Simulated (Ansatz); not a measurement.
KI:

```xyz
2
Lattice="0.0000 3.5328 3.5328 3.5328 0.0000 3.5328 3.5328 3.5328 0.0000" Properties=species:S:1:pos:R:3 pbc="T T T"
I     3.5328    3.5328    3.5328
K     0.0000    0.0000    0.0000
```

```yaml
Program: Ansatz 0.2.0
Task: relaxation of cell and atoms
Functional: BLYP
Potentials_or_basis: Ansatz PAW
Cutoff: "420 eV (not typed: the program's choice for these potentials)"
k_mesh: 7 × 7 × 7
Occupations: fermi-dirac, width 0.05 eV
Spin: no spin polarisation
```

At the start: volume 44.09 Å³/atom.

Q: How do energy, volume and symmetry change on relaxing?

A: It ends after 5 steps and the volume is 49.19 Å³/atom (+11.6 %); space group Fm-3m (No. 225, to 0.05 Å).

Step by step:
| step | energy change (eV) | largest force (eV/Å) | volume (Å³) |
| --- | --- | --- | --- |
| 1 | 0.0000 | 0.0000 | 88.18 |
| 2 | -0.0244 | 0.0000 | 92.06 |
| 3 | -0.0374 | 0.0000 | 97.30 |
| 4 | -0.0378 | 0.0000 | 98.37 |
| 5 | -0.0384 | 0.0000 | 98.37 |

Final structure:
```xyz
2
Lattice="0.0000 3.6639 3.6639 3.6639 0.0000 3.6639 3.6639 3.6639 0.0000" Properties=species:S:1:pos:R:3 pbc="T T T"
I     3.6639    3.6639    3.6639
K     0.0000    0.0000    0.0000
```

Caveat: the plane-wave basis is chosen anew once the cell has moved, so the energies of steps on either side of that aren't comparable; the PAW data sets come from PBE, with cores solved anew for the run's functional, which leaves a small shift of forces and pressure.
